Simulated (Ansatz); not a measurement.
Runs of Ansatz 0.2.0 on RbBr. It takes space group Fm-3m (No. 225, cubic). The conventional cell has a = 6.854 Å, b = 6.854 Å, c = 6.854 Å, α = 90.00°, β = 90.00°, γ = 90.00°. Around Rb (site symmetry m-3m) lie 6 Br at 3.43 Å. Around Br (site symmetry m-3m) lie 6 Rb at 3.43 Å. 

```tsv
task	level	potentials or basis	spin	k mesh	cutoff (eV)	smearing	driver	delta	supercell	points for each segment of the path	eos	other keys	mesh quality	gap on the mesh (eV)	pressure (GPa)	moment (μB)
single point	r2SCAN0	Ansatz PAW	SOC, no magnetisation	4 × 4 × 4	500	gaussian 0.02 eV	chain	-	-	-	-	-	not flagged	6.37	(a)	-
atomic charges	LC-wPBE	Ansatz PAW accurate	off	4 × 4 × 4	800	gaussian 0.01 eV	chain	-	-	-	-	scf.occupations.method = gaussian; scf.occupations.width = 0.01	not flagged	10.62	0.6	-
band structure	PBE	Ansatz PAW	collinear, ferromagnetic start	7 × 7 × 7	420	tetrahedron	chain	-	-	14	-	-	not flagged	4.36	1.0	0.00
band structure	PBE	Ansatz PAW	collinear, ferromagnetic start	7 × 7 × 7	420	tetrahedron	-	-	-	14	-	-	not flagged	4.36	1.0	0.00
```

Alike in all rows: cell as given.

Q: Fill in the values left out.

A: (a) 0.4.

Caveats: the PAW data sets were made with another functional, which shifts forces and pressure a little (some runs); the thresholds are loose for stress (some runs); with tetrahedron occupations forces and stress needn't match the slope of the energy (some runs); the starting moments weren't kept (some runs).

A k mesh can miss the band edges, and rows without SOC leave out spin-orbit coupling on Br, Rb.

The runs don't all hold the same shells in valence.
